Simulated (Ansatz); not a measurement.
The system is FeO.

```xyz
2
Lattice="0.0000 2.1554 2.1554 2.1554 0.0000 2.1554 2.1554 2.1554 0.0000" Properties=species:S:1:pos:R:3 pbc="T T T"
Fe    0.0000    0.0000    0.0000
O     2.1554    2.1554    2.1554
```

- Program: Ansatz 0.2.0
- Task: relaxation of cell and atoms
- Functional: PBE
- Potentials or basis: Ansatz PAW
- Cutoff: 420 eV (not typed: the program's choice for these potentials)
- k mesh: 11 × 11 × 11
- Occupations: fermi-dirac, width 0.05 eV
- Spin: collinear spin, ferromagnetic start
- Starting moments: [3.0, 0.0] μB
- Hubbard terms: Fe d U = 5 eV

At the start: volume 10.01 Å³/atom.

Q: Where does the relaxation end?

A: It ends after 14 steps and the volume is 10.77 Å³/atom (+7.5 %); space group R-3m (No. 166, to 0.05 Å); moment 4.00 μB per cell.

Step by step:
```
step  energy change (eV)  largest force (eV/Å)  volume (Å³)
   1              0.0000                0.0000        20.03
   2             -0.0030                0.0000        20.28
   3             -0.0031                0.0000        20.42
   4             -0.0049                0.0000        20.42
   5             -0.0049                0.0000        20.44
   6             -0.0049                0.0000        20.44
   7             -1.0179                0.0000        20.44
   8             -1.0534                0.0000        21.12
   9             -1.0553                0.0000        21.48
  10             -1.0551                0.0000        21.52
  11             -1.0613                0.0000        21.52
  12             -1.0613                0.0000        21.54
  13             -1.0614                0.0000        21.54
  14             -1.0614                0.0000        21.54
```

Final structure:
```
Fe O
1.0
    -0.06067    2.17841    2.17841
     2.17841   -0.06067    2.17841
     2.17841    2.17841   -0.06067
Fe O
1 1
Direct
  0.00000 0.00000 0.00000
  0.50000 0.50000 0.50000
```

Caveat: the magnetic or orbital state may not be the lowest; the electronic state changed during the relaxation; the plane-wave basis is chosen anew once the cell has moved, so the energies of steps on either side of that aren't comparable; the pressure holds a Pulay correction of +0.6 GPa for the finite cutoff; a cell with one magnetic atom can't hold antiferromagnetic order, which such compounds often take.
